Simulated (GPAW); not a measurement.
CaO:

```xyz
2
Lattice="0.0000 2.4036 2.4036 2.4036 0.0000 2.4036 2.4036 2.4036 0.0000" Properties=species:S:1:pos:R:3 pbc="T T T"
Ca    0.0000    0.0000    0.0000
O     2.4036    2.4036    2.4036
```

The cell is a database's computed one.

| Quantity | Value |
| --- | --- |
| Program | GPAW 26.7.0 |
| Task | relaxation of cell and atoms |
| Functional | PBEsol |
| Dispersion | D3(BJ)+ATM |
| Potentials or basis | PAW data sets generated in the run's folder for this functional |
| Cutoff | 800 eV |
| Basis | pw |
| k mesh | 10 × 10 × 10 |
| Occupations | fermi-dirac, width 0.05 eV |
| Spin | no spin polarisation |

At the start: pressure -4.8 GPa; volume 13.89 Å³/atom.

Q: How do energy, volume and symmetry change on relaxing?

A: Over 3 steps the energy falls by 8.8 meV/atom and the volume is 13.27 Å³/atom (-4.4 %); space group Fm-3m (No. 225, to 0.05 Å).

Step by step:
```
step  energy change (eV)  largest force (eV/Å)  pressure (GPa)  volume (Å³)
   1              0.0000                0.0000           -4.82        27.77
   2             -0.0066                0.0000           -3.90        27.52
   3             -0.0175                0.0000            0.23        26.55
```

Final structure:
```
Ca O
1.0
     0.00000    2.36774    2.36774
     2.36774    0.00000    2.36774
     2.36774    2.36774    0.00000
Ca O
1 1
Direct
  0.00000 0.00000 0.00000
  0.50000 0.50000 0.50000
```

Caveat: later steps reuse the first step's grids.
